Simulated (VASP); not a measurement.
Write the native input for VASP 6.6.1 that does the following.

```yaml
Task: relaxation of the atoms
Functional: LDA
Potentials_or_basis: VASP PAW LDA potentials, release 64 (In_d, As)
Cutoff: 600 eV
k_mesh: 10 × 10 × 10
Occupations: gaussian, width 0.03 eV
Spin: no spin polarisation
Further_INCAR_settings: ALGO = Normal; EDIFF = 1e-07; IBRION = 2; EDIFFG = -0.01; NSW = 40
```

The structure of InAs lies in POSCAR:

```
InAs                                    
1.0
    0.0000000000      2.9958352626      2.9958352626
    2.9958352626      0.0000000000      2.9958352626
    2.9958352626      2.9958352626      0.0000000000
  In              As            
     1     1
Direct
     0.0000000000000000    0.0000000000000000    0.0000000000000000
     0.2500000000000000    0.2500000000000000    0.2500000000000000
```

The cell isn't the ideal one: a relaxed cell with its volume scaled by 0.98.

The input as run:

INCAR

```
PREC = Accurate
ENCUT = 600
EDIFF = 1E-7
ISMEAR = 0
SIGMA = 0.03
LREAL = False
LASPH = True
NELM = 80
ALGO = Normal
ISIF = 2
LWAVE = False
LCHARG = False
IBRION = 2
NSW = 40
EDIFFG = -0.01
```

KPOINTS

```
Automatic mesh
0
Gamma
  10 10 10
```

Potentials or basis: VASP PAW LDA potentials, release 64 (In_d, As).

The run is started by

```console
$ cat potpaw_LDA.64/In_d/POTCAR potpaw_LDA.64/As/POTCAR > POTCAR
$ mpirun -np 1 vasp_std > vasp.out
```

Results of the run:

```yaml
Pressure_after_relaxing: 1.3 GPa
Band_gap_on_the_k_mesh: none (metal or under the smearing width)
```

Caveat: the relaxation stopped at its first step, so nothing moved.

It took 24 s on 1 thread of Intel(R) Xeon(R) Platinum 8488C (Sapphire Rapids), on a shared host, peak memory 0.2 GiB.
